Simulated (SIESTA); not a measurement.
Crystal: BN.

```
N B
1.0
     0.00000    3.49532    2.16609
     1.25163    0.00000    2.16609
     1.25163    3.49532    0.00000
N B
1 1
Direct
  0.66665 0.66665 0.33335
  0.00005 0.00005 0.99995
```

Measurements of this composition are mostly on another form, of space group No. 194.

Base run:

| Property | Result |
| --- | --- |
| Program | SIESTA 5.4.2 |
| Functional | PBEsol |
| Potentials or basis | PseudoDojo 0.4 standard (PBEsol files) |
| Basis | DZP (energy shift 0.003 Ry) |
| Grid cutoff | 800 Ry |
| Energy shift | 0.003 Ry |
| k mesh | 13 × 13 × 13 |
| Occupations | fermi-dirac, width 0.05 eV |
| Spin | no spin polarisation |

Its results: band gap on the k mesh 3.77 eV, indirect (least direct gap 4.54 eV); pressure 5.1 GPa; largest force 0.011 eV/Å.

Task: The run is repeated on the same cell with these changes: functional from PBEsol to LDA; potentials or basis from PseudoDojo 0.4 standard (PBEsol files) to PseudoDojo 0.4 standard (LDA files). What comes out?

Result: Band gap on the k mesh 3.69 eV, indirect (least direct gap 4.49 eV); pressure -0.3 GPa; largest force 0.012 eV/Å.

Caveats: the mesh misses the band edges, which the band path finds closer together; the basis of atomic orbitals isn't converged, which shifts pressures, moduli and gaps.
